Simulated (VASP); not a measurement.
PbS: electric field gradients with PBE

The system is PbS.

```xyz
2
Lattice="2.1127 1.2197 3.4519 -2.1127 1.2197 3.4519 0.0000 -2.4395 3.4519" Properties=species:S:1:pos:R:3 pbc="T T T"
Pb    0.0000    0.0000   10.1545
S     0.0000    0.0000    4.9193
```

The cell is a database's computed one.

```
Program                : VASP 6.6.1
Task                   : electric field gradients
Functional             : PBE
Potentials or basis    : VASP PAW PBE potentials, release 64 (Pb_d, S)
Cutoff                 : 520 eV
k mesh                 : 8 × 8 × 8
Occupations            : gaussian, width 0.02 eV
Spin                   : no spin polarisation
Further INCAR settings : ALGO = Fast; EDIFF = 1e-08
```

```json
{
 "Pressure": "0.9 GPa",
 "Largest force": "0.019 eV/Å",
 "Band gap on the k mesh": "0.46 eV, direct"
}
```

Forces in eV/Å, atoms in the order of the input:
```
Pb   0.000  0.000 -0.019
S    0.000  0.000  0.019
```

Levels at points of the mesh, in eV from the valence-band top:
```
           k point  band 8  band 9  band 10  band 11  band 12  band 13
(0.00, 0.00, 0.00)   -2.03   -2.03    -2.03     5.14     5.17     5.17
(0.50, 0.00, 0.00)   -1.67   -1.66     0.00     0.46     2.05     2.05
(0.50, 0.50, 0.00)   -4.97   -3.27    -3.26     3.97     5.53     5.63
(0.50, 0.50, 0.50)   -1.66   -1.66    -0.03     0.49     2.05     2.05
```

Electric field gradients, principal values (V/Å²):
```tsv
atom	Vxx	Vyy	Vzz
1 Pb	-0.037	-0.037	0.075
2 S	0.136	0.136	-0.272
```

Run time: 60 s on 1 thread of Intel(R) Xeon(R) Platinum 8259CL CPU @ 2.50GHz (Skylake/Cascade Lake), on a shared host, peak memory 0.2 GiB.

Caveat: spin-orbit coupling is left out, which as a rule narrows the gap of such compounds by several tenths of an eV. A k mesh can miss the band edges.
